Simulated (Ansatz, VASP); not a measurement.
## One calculation of LiF, two programs

POSCAR

```
LiF
1.0
    0.0000000000      1.9116794130      1.9116794130
    1.9116794130      0.0000000000      1.9116794130
    1.9116794130      1.9116794130      0.0000000000
Li F
1 1
Direct
    0.0000000000      0.0000000000      0.0000000000
    0.5000000000      0.5000000000      0.5000000000
```

File INCAR.step1:

```
ALGO     = Normal         # electronic algorithm
EDIFF    = 1E-4           # SCF threshold, eV
ENCUT    = 520            # plane-wave cutoff, eV
GGA      = PE             # functional
ISMEAR   = 0              # smearing method
LASPH    = T              # aspherical terms in the spheres
LCHARG   = F              # write CHGCAR
LREAL    = F              # projectors in reciprocal space
LWAVE    = T              # write WAVECAR
NBANDS   = 12             # bands
NELM     = 60             # most SCF steps
PREC     = Accurate       # precision mode
SIGMA    = 0.02           # smearing width, eV
```

File INCAR.step2:

```
ALGO     = Normal         # electronic algorithm
EDIFF    = 1E-6           # SCF threshold, eV
ENCUT    = 520            # plane-wave cutoff, eV
ISIF     = 2              # what is computed and relaxed
ISMEAR   = 0              # smearing method
ISTART   = 1            
LASPH    = T              # aspherical terms in the spheres
LCHARG   = F              # write CHGCAR
LMIXTAU  = T            
LREAL    = F              # projectors in reciprocal space
LWAVE    = F              # write WAVECAR
METAGGA  = R2SCAN         # meta-GGA
NBANDS   = 12             # bands
NELM     = 60             # most SCF steps
PREC     = Accurate       # precision mode
SIGMA    = 0.02           # smearing width, eV
```

Contents of KPOINTS:

```
k-points
0
Gamma
  10 10 10
```

Input for Ansatz:

```yaml
crystal:
  lattice:
    - [0.0, 1.911679413, 1.911679413]
    - [1.911679413, 0.0, 1.911679413]
    - [1.911679413, 1.911679413, 0.0]
  atoms:
    - { symbol: Li, position: [0.0, 0.0, 0.0] }
    - { symbol: F, position: [0.5, 0.5, 0.5] }
basis:
  ecutwfc: 500
kpoints:
  mp_grid: { grid: [10, 10, 10] }
hamiltonian:
  xc: r2scan
scf:
  occupations: { method: gaussian, width: 0.02 }
output:
  forces: true
  stress: true
  eigenvalues: true
```

Alike in both runs: task single point; functional r2SCAN; k mesh 10 × 10 × 10; occupations gaussian, width 0.02 eV; no spin polarisation.

```csv
,VASP,Ansatz
version,VASP 6.6.1,Ansatz 0.2.0
potentials or method,"VASP PAW PBE potentials, release 64 (Li_sv, F)","scalar-relativistic, plane waves, PAW"
plane-wave cutoff (eV),520,500
valence electrons in the cell,10,10
```

Ansatz gave:

- gap on the k mesh at the Fermi level (eV): 11.67
- least direct gap on the mesh (eV): 11.67

Estimate VASP's values.

gap on the k mesh at the Fermi level (eV): 11.86; least direct gap on the mesh (eV): 11.86.

The functional is the same, so the differences come from potentials, cutoffs and numerics.

Caveats: the PAW data sets were made with another functional, which shifts forces and pressure a little (VASP). r2SCAN opens gaps a little over a GGA but as a rule still falls short of measured ones. A k mesh can miss the band edges.
